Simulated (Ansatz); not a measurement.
# Si: the cost of one run

Program: Ansatz 0.2.0. Level of theory: DFT PBE, scalar-relativistic, plane waves, PAW. These are calculated values, not measurements.

## 1. The structure to begin with

The structure is trigonal, space group R-3m (No. 166). The conventional cell has a = 3.226 Å, b = 3.226 Å, c = 23.390 Å, α = 90.00°, β = 90.00°, γ = 120.00°. Si (site symmetry -3m) is surrounded by 12 Si at 3.20 to 3.23 Å. Si (site symmetry 3m) is surrounded by 12 Si at 3.20 to 3.23 Å.

Coordinates:

```cif
data_structure
_symmetry_space_group_name_H-M 'P 1'
_symmetry_Int_Tables_number 1
_cell_length_a 8.0160
_cell_length_b 8.0160
_cell_length_c 8.0160
_cell_angle_alpha 23.220
_cell_angle_beta 23.220
_cell_angle_gamma 23.220
_cell_volume 70.29
loop_
_atom_site_label
_atom_site_type_symbol
_atom_site_fract_x
_atom_site_fract_y
_atom_site_fract_z
_atom_site_occupancy
Si1 Si 0.00000 0.00000 0.00000 1
Si2 Si 0.22222 0.22222 0.22222 1
Si3 Si 0.77778 0.77778 0.77778 1
```

This is candidate A: samarium (9R) type (R-3m, No. 166).

(A quick probe on a coarse mesh, which set the mesh and smearing, is not shown.)

## 3. Coarse relaxation (candidate A)

File input.yaml:

```yaml
crystal:
  lattice:
    - [1.6132183877, 0.9313920704, 7.7965832421]
    - [-1.6132183877, 0.9313920704, 7.7965832421]
    - [0.0, -1.8627841408, 7.7965832421]
  atoms:
    - { symbol: Si, position: [0.0, 0.0, 0.0] }
    - { symbol: Si, position: [0.22222, 0.22222, 0.22222] }
    - { symbol: Si, position: [0.77778, 0.77778, 0.77778] }
basis:
  ecutwfc: 420
kpoints:
  mp_grid: { grid: [6, 6, 6] }
hamiltonian:
  xc: pbe
scf:
  occupations: { method: gaussian, width: 0.1 }
  lower_state_search: "off"
output:
  forces: true
  stress: true
  eigenvalues: true
relax:
  adjacent_minimum: "off"
  f_tol: 0.04
  max_steps: 70
  cell: { stress_tol: 0.4 }
```

**Question.** How long does this run take on 1 thread of an Arm CPU, shared host, and how much memory does it need?

About 14 s, with a peak of 0.32 GiB.
